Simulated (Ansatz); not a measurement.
CsPbCl3:

```
CELL_PARAMETERS angstrom
5.60500 0.00000 0.00000
0.00000 5.60500 0.00000
0.00000 0.00000 5.60500
ATOMIC_POSITIONS crystal
Pb 0.50000 0.50000 0.50000
Cs 0.00000 0.00000 0.00000
Cl 0.50000 0.00000 0.50000
Cl 0.00000 0.50000 0.50000
Cl 0.50000 0.50000 0.00000
```

```yaml
Program: Ansatz 0.2.0
Task: relaxation of cell and atoms
Functional: PBE
Potentials_or_basis: Ansatz PAW
Cutoff: "420 eV (not typed: the program's choice for these potentials)"
k_mesh: 5 × 5 × 5
Occupations: fermi-dirac, width 0.05 eV
Spin: no spin polarisation
```

At the start: volume 35.22 Å³/atom.

Q: How do energy, volume and symmetry change on relaxing?

A: It ends after 5 steps and the volume is 37.69 Å³/atom (+7.0 %); space group Pm-3m (No. 221, to 0.05 Å).

The path:
| step | energy change (eV) | largest force (eV/Å) | volume (Å³) |
| --- | --- | --- | --- |
| 1 | 0.0000 | 0.0000 | 176.09 |
| 2 | -0.0549 | 0.0000 | 183.97 |
| 3 | -0.0623 | 0.0000 | 187.94 |
| 4 | -0.0623 | 0.0000 | 188.44 |
| 5 | -0.0628 | 0.0000 | 188.44 |

Final structure:
```
Pb Cs Cl
1.0
     5.73310    0.00000    0.00000
     0.00000    5.73310    0.00000
     0.00000    0.00000    5.73310
Pb Cs Cl
1 1 3
Direct
  0.50000 0.50000 0.50000
  0.00000 0.00000 0.00000
  0.50000 0.00000 0.50000
  0.00000 0.50000 0.50000
  0.50000 0.50000 0.00000
```

Caveat: the plane-wave basis is chosen anew once the cell has moved, so the energies of steps on either side of that aren't comparable.
